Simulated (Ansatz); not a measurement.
# KI: start and end of a relaxation

A trial structure of KI was built thus: ordered vacancies on the cation sites of antifluorite (P4/nmm, No. 129) (occupants of the shared sites, in ratio, K: 2, vacant: 2). Lengths were set from tabulated atomic sizes, so they are only a guess.

start.cif

```cif
data_structure
_symmetry_space_group_name_H-M 'P4/nmm:1'
_symmetry_Int_Tables_number 129
_cell_length_a 6.0796
_cell_length_b 6.0796
_cell_length_c 8.5979
_cell_angle_alpha 90.000
_cell_angle_beta 90.000
_cell_angle_gamma 90.000
_cell_volume 317.80
loop_
_atom_site_label
_atom_site_type_symbol
_atom_site_symmetry_multiplicity
_atom_site_Wyckoff_symbol
_atom_site_fract_x
_atom_site_fract_y
_atom_site_fract_z
_atom_site_occupancy
K1 K 2 a 0.00000 0.00000 0.00000 1
I1 I 2 c 0.50000 0.00000 0.75000 1
```

Theory: Ansatz, DFT PBE, scalar-relativistic, plane waves, PAW. Cutoff 420 eV, Gaussian smearing, Γ-centred meshes. Cell and atoms relax first on a coarse mesh and then on a converged one. In between, the cell is made exact in the group found at 0.06 Å. The steps can't lower the symmetry of their start. No spin polarisation.

end.cif

```cif
data_structure
_symmetry_space_group_name_H-M 'P4/nmm:1'
_symmetry_Int_Tables_number 129
_cell_length_a 6.1441
_cell_length_b 6.1441
_cell_length_c 4.3381
_cell_angle_alpha 90.000
_cell_angle_beta 90.000
_cell_angle_gamma 90.000
_cell_volume 163.76
loop_
_atom_site_label
_atom_site_type_symbol
_atom_site_symmetry_multiplicity
_atom_site_Wyckoff_symbol
_atom_site_fract_x
_atom_site_fract_y
_atom_site_fract_z
_atom_site_occupancy
K1 K 2 a 0.00000 0.00000 0.00000 1
I1 I 2 c 0.50000 0.00000 0.51375 1
```

The symmetry stays P4/nmm (No. 129). The volume per atom shrinks by 48.5 %, from 79.4 to 40.9 Å³. The shortest distance goes from 3.72 Å (K–I) to 3.73 Å (K–I). The ratio c/a of the conventional cell changes by a factor of 0.50. The energy falls by about 0.20 eV/atom (the start's value is from the coarse mesh). The end is written in a standard setting, so origin, axes and order of atoms can differ from the start's.

For KI, the volume per atom is 40.94 Å³. The density is 3.37 g/cm³, the energy over the elements is −1.433 eV/atom and the gap on the 4×4×6 mesh of the 4-atom cell is 3.25 eV.

The zero of energy is the elements' standard structures at the same level; no fitted shifts are applied. A negative formation energy is needed for stability but isn't enough: competing phases decide.

The last run used Gaussian smearing of 0.02 eV. These runs have no spin–orbit coupling, which can matter for I. Kohn–Sham gaps at this level usually fall short of measured ones. The missing spin–orbit coupling can work the other way here. The reference form of I is held partly by dispersion forces, which this level lacks. Symmetry constrained the relaxation, so the result can be a saddle point. In all, the 4 runs took 6.8 min on 1 thread of Arm Neoverse V1, on a shared host.
